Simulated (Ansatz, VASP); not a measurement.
Re: VASP beside Ansatz

```xyz
2
Lattice="2.7375 0.0000 0.0000 -1.3688 2.3708 0.0000 0.0000 0.0000 4.4148" Properties=species:S:1:pos:R:3 pbc="T T T"
Re    0.0000    1.5805    1.1037
Re    1.3688    0.7903    3.3111
```

Alike in both runs: functional LDA; k mesh 9 × 9 × 4; occupations gaussian, width 0.1 eV; no spin polarisation.

Ansatz relaxed the structure, and its values are those at the end. VASP's run is a single point on that final structure, the one shown.

|  | VASP | Ansatz |
| --- | --- | --- |
| version | VASP 6.6.1 | Ansatz 0.2.0 |
| potentials or method | VASP PAW LDA potentials, release 64 (Re) | scalar-relativistic, plane waves, PAW |
| plane-wave cutoff (eV) | 520 | 420 |
| valence electrons in the cell | 14 | 30 |

Ansatz gave:

- gap on the k mesh at the Fermi level (eV): none
- pressure (GPa): 0.1

Task: What did VASP give for the same quantities?

Result: gap on the k mesh at the Fermi level (eV): none; pressure (GPa): 1.7.

A gap of «none» marks a metal or a gap that the smearing closes. The two sets of potentials don't hold the same shells in valence.

The runs have no spin-orbit coupling, so splittings on Re are missing.
